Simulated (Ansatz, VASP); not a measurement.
KF: VASP beside Ansatz

File INCAR:

```
PREC = Accurate
ENCUT = 520
EDIFF = 1E-6
ISMEAR = 0
SIGMA = 0.05
LREAL = False
LASPH = True
NELM = 100
ALGO = Normal
ISIF = 2
LWAVE = False
LCHARG = True
GGA = PE
LELF = True
LVHAR = True
NBANDS = 15
```

The input KPOINTS:

```
Automatic mesh
0
Gamma
  8 8 8
```

The input POSCAR:

```
KF
1.0
    0.0000000000      2.7105354767      2.3039551552
    2.7105354767      0.0000000000      2.3039551552
    2.7105354767      2.7105354767      0.0000000000
K F
1 1
Direct
    0.0000000000      0.0000000000      0.0000000000
    0.5000000000      0.5000000000      0.5000000000
```

Input for Ansatz:

```yaml
crystal:
  lattice:
    - [0.0, 2.7105354767, 2.3039551552]
    - [2.7105354767, 0.0, 2.3039551552]
    - [2.7105354767, 2.7105354767, 0.0]
  atoms:
    - { symbol: K, position: [0.0, 0.0, 0.0] }
    - { symbol: F, position: [0.5, 0.5, 0.5] }
basis:
  ecutwfc: 520.0
kpoints:
  mp_grid: { grid: [8, 8, 8] }
hamiltonian:
  xc: pbe
scf:
  occupations: { method: gaussian, width: 0.05 }
output:
  forces: true
  stress: true
  eigenvalues: true
```

Change from the starting cell: normal strain along x +0.0000, normal strain along z -0.1500.

Alike in both runs: task single point; functional PBE; k mesh 8 × 8 × 8; occupations gaussian, width 0.05 eV; no spin polarisation.

```csv
,VASP,Ansatz
version,VASP 6.6.1,Ansatz 0.2.0
potentials or method,"VASP PAW PBE potentials, release 64 (K_sv, F)","scalar-relativistic, plane waves, PAW"
plane-wave cutoff (eV),520,520
valence electrons in the cell,16,16
```

|  | VASP | Ansatz | Ansatz less VASP |
| --- | --- | --- | --- |
| gap on the k mesh at the Fermi level (eV) | 6.16 | 6.18 | +0.022 |
| least direct gap on the mesh (eV) | 6.18 | 6.20 | +0.024 |
| pressure (GPa) | 11.2 | 10.9 | -0.32 |
| largest component of the traceless stress (GPa) | 16.32 | 15.72 | -0.603 |

A k mesh can miss the band edges.
